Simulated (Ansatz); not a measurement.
(001) slab cut from the bulk of P, Cmce (No. 64); the slab's formula is P:

```yaml
crystal:
  lattice:
    - [3.29960, 0.00000, 0.00000]
    - [-1.64980, 5.50995, 0.00000]
    - [0.00000, 0.00000, 27.86011]
  atoms:
    - { symbol: P, position: [0.90457, 0.80914, 0.26920] }
    - { symbol: P, position: [0.40457, 0.80914, 0.32203] }
    - { symbol: P, position: [0.59543, 0.19086, 0.35096] }
    - { symbol: P, position: [0.09543, 0.19086, 0.40379] }
    - { symbol: P, position: [0.90457, 0.80914, 0.43271] }
    - { symbol: P, position: [0.40457, 0.80914, 0.48554] }
    - { symbol: P, position: [0.59543, 0.19086, 0.51446] }
    - { symbol: P, position: [0.09543, 0.19086, 0.56729] }
    - { symbol: P, position: [0.90457, 0.80914, 0.59621] }
    - { symbol: P, position: [0.40457, 0.80914, 0.64904] }
    - { symbol: P, position: [0.59543, 0.19086, 0.67797] }
    - { symbol: P, position: [0.09543, 0.19086, 0.73080] }
```

Level of theory: Ansatz, DFT r2SCAN, scalar-relativistic, plane waves, PAW. Settings: cutoff 500 eV, Γ-centred mesh 11×7×1 on the computed 12-atom cell, Gaussian smearing of 0.05 eV; no spin polarisation. A dipole correction removes the field between periodic images along c.

Q: What forces act on the atoms?

A:
```
atom Fx (eV/Å) Fy (eV/Å) Fz (eV/Å)
  P1      0.000     -0.057      1.374
  P2      0.000     -0.072     -1.434
  P3      0.000      0.036      0.191
  P4      0.000      0.011     -0.031
  P5      0.000      0.245     -0.043
  P6      0.000     -0.185     -0.008
  P7      0.000      0.185      0.008
  P8      0.000     -0.245      0.043
  P9      0.000     -0.011      0.031
 P10      0.000     -0.036     -0.191
 P11      0.000      0.072      1.434
 P12      0.000      0.057     -1.374
```

Cost: 1 run of about 4 core-minutes, on Intel Xeon Platinum 8259CL (Skylake/Cascade Lake) (shared hosts).